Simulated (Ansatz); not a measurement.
**LDA, PBE, PBEsol and r²SCAN on Ag**

```xyz
1
Lattice="2.7515 0.0000 0.0000 0.0000 2.7515 0.0000 0.0000 0.0000 2.7515" Properties=species:S:1:pos:R:3 pbc="T T T"
Ag    0.0000    0.0000    0.0000
```

The structure comes from a relaxation in the same program, started in the sc type, and has space group Pm-3m. Whether it is a known phase or the ground state wasn't checked.

One fixed cell is solved with several functionals by PAW (frozen-core files) in Ansatz 0.2.0, scalar-relativistically. A positive pressure means that the functional wants a larger cell.

The PAW files were made with PBE; their cores are remade for each functional.

Settings: a Γ-centred 12×12×12 k mesh, Fermi–Dirac smearing of 0.05 eV, cutoff 420 eV, no spin polarisation.

Cutoffs: PBE 420 eV, LDA 420 eV, PBEsol 420 eV, r²SCAN 500 eV.

```json
{"setting": "PBE", "P (GPa)": "-0.02", "lowest level at Γ above −25 eV, from the valence-band top or, without a gap, the Fermi level (eV)": "-6.35"}
{"setting": "LDA", "P (GPa)": "-8.71", "lowest level at Γ above −25 eV, from the valence-band top or, without a gap, the Fermi level (eV)": "-6.38"}
{"setting": "PBEsol", "P (GPa)": "-5.21", "lowest level at Γ above −25 eV, from the valence-band top or, without a gap, the Fermi level (eV)": "-6.37"}
{"setting": "r²SCAN", "P (GPa)": "-2.75", "lowest level at Γ above −25 eV, from the valence-band top or, without a gap, the Fermi level (eV)": "-6.49"}
```
